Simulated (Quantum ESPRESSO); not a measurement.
Write the native input for Quantum ESPRESSO 7.5 that does the following.

```
Task                : single point
Functional          : PBE
Potentials or basis : SSSP 1.3 efficiency PBE
Cutoff              : 748 eV
Density cutoff      : 5987 eV
k mesh              : 9 × 9 × 9
Occupations         : fermi-dirac, width 0.05 eV
Spin                : no spin polarisation
Mixing beta         : 0.5
Most SCF iterations : 120
SCF threshold       : 2e-10 Ry
```

The system is I.

```
I
1.0
     0.00000    2.36560    3.90984
     2.19225    0.00000    3.90984
     2.19225    2.36560    0.00000
I
1
Direct
  0.00000 0.00000 0.00000
```

These files were run (other wordings do the same):

pw.in

```
&CONTROL
  calculation = 'scf'
  prefix = 'pwscf'
  outdir = './tmp'
  pseudo_dir = './pseudo'
  tprnfor = .true.
  tstress = .true.
  disk_io = 'low'
/
&SYSTEM
  ibrav = 0
  nat = 1
  ntyp = 1
  ecutwfc = 55
  ecutrho = 440
  nbnd = 9
  occupations = 'smearing'
  smearing = 'fd'
  degauss = 0.00367493
/
&ELECTRONS
  conv_thr = 2d-10
  electron_maxstep = 120
  mixing_beta = 0.5
/
ATOMIC_SPECIES
I    126.9045 I.pbe-n-kjpaw_psl.0.2.UPF
CELL_PARAMETERS angstrom
   0.0000000000    2.3656004428    3.9098401324
   2.1922454667    0.0000000000    3.9098401324
   2.1922454667    2.3656004428    0.0000000000
ATOMIC_POSITIONS crystal
I      0.0000000000    0.0000000000    0.0000000000
K_POINTS automatic
9 9 9 0 0 0
```

pp_density.in

```
&INPUTPP
  prefix = 'pwscf'
  outdir = './tmp'
  filplot = 'density.dat'
  plot_num = 0
/
&PLOT
  nfile = 1
  filepp(1) = 'density.dat'
  iflag = 3
  output_format = 6
  fileout = 'density.cube'
/
```

pp_potential.in

```
&INPUTPP
  prefix = 'pwscf'
  outdir = './tmp'
  filplot = 'potential.dat'
  plot_num = 11
/
&PLOT
  nfile = 1
  filepp(1) = 'potential.dat'
  iflag = 3
  output_format = 6
  fileout = 'potential.cube'
/
```

Potentials or basis: SSSP 1.3 efficiency PBE.

Command:

```sh
$ OMP_NUM_THREADS=1 pw.x -in pw.in > pw.out
$ OMP_NUM_THREADS=1 pp.x -in pp_density.in > pp_density.out
$ OMP_NUM_THREADS=1 pp.x -in pp_potential.in > pp_potential.out
```

It gave:

The pressure is 0.3 GPa and the band gap on the k mesh is none (metal or under the smearing width).

Caveat: an odd number of electrons without spin polarisation forces a metal; a magnetic or distorted state may lie lower.

Run time: 33 s on 1 thread of Arm Neoverse V1, with other jobs on the host, peak memory 0.1 GiB.
